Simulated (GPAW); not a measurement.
**TiCo in GPAW: the effect of starting spin order**

Crystal: TiCo.

```
Co Ti
1.0
     2.98611    0.00000    0.00000
     0.00000    2.98611    0.00000
     0.00000    0.00000    2.98611
Co Ti
1 1
Direct
  0.50000 0.50000 0.50000
  0.00000 0.00000 0.00000
```

The cell comes from a database or a generator and needn't be the stable form of this composition.

Alike in all runs:

| Item | Value |
| --- | --- |
| Program | GPAW 26.7.0 |
| Task | single point |
| Functional | PBEsol |
| Potentials or basis | PAW data sets generated in the run's folder for this functional |
| Cutoff | 600 eV |
| Basis | pw |
| k mesh | 9 × 9 × 9 |
| Occupations | fermi-dirac, width 0.05 eV |

```tsv
starting spin order	spin	starting moments	energy over the lowest run (meV/atom)	final net moment (μB)	final largest site moment (μB)
nm	no spin polarisation	-	?	?	?
fm	collinear spin, ferromagnetic start	[2.0, 1.0] μB	0.0	0.71	0.77
afm	collinear spin, antiferromagnetic start	[2.0, -1.0] μB	0.0	0.71	0.77
fm  larger moments	collinear spin, ferromagnetic start	[3.5, 2.5] μB	0.0	0.71	0.77
afm larger moments	collinear spin, antiferromagnetic start	[3.5, -2.5] μB	0.0	0.71	0.77
```

Problem. What does the run with starting spin order nm give?

Solution. Energy over the lowest run 18.3 meV/atom; final net moment 0.00 μB; final largest site moment 0.00 μB.

Runs at the PBE level aren't shown here.
